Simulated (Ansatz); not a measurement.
**Ga in Ansatz: the effect of functional**

Crystal: Ga.

```
CELL_PARAMETERS angstrom
1.38300 -4.02650 0.00000
1.38300 4.02650 0.00000
-0.11745 0.00000 3.32993
ATOMIC_POSITIONS crystal
Ga 0.13100 0.86900 0.75000
Ga 0.86900 0.13100 0.25000
```

This isn't the form of Ga at room conditions, which is orthorhombic.

Alike in all runs:

```yaml
Program: Ansatz 0.2.0
Task: band structure
Potentials_or_basis: Ansatz PAW
k_mesh: 10 × 10 × 8
Occupations: fermi-dirac, width 0.05 eV
Spin: no spin polarisation
```

| functional | cutoff | pressure (GPa) | largest force (eV/Å) |
| --- | --- | --- | --- |
| LDA | 420 eV (not typed: the program's choice for these potentials) | -4.0 | 0.18 |
| PBEsol | 420 eV (not typed: the program's choice for these potentials) | -2.0 | 0.20 |
| RPBE | 420 eV (not typed: the program's choice for these potentials) | 3.6 | 0.21 |
| revPBE | 420 eV (not typed: the program's choice for these potentials) | 3.1 | 0.21 |
| BLYP | 420 eV (not typed: the program's choice for these potentials) | ? | ? |
| r2SCAN | 500 eV (not typed: the program's choice for these potentials) | -1.4 | 0.22 |

Problem. What does the run with functional BLYP give?

Solution. Pressure 7.1 GPa; largest force 0.16 eV/Å.

Caveats: the PAW data sets come from PBE, with cores solved anew for the run's functional, which leaves a small shift of forces and pressure.

Runs at the PBE level aren't shown here.
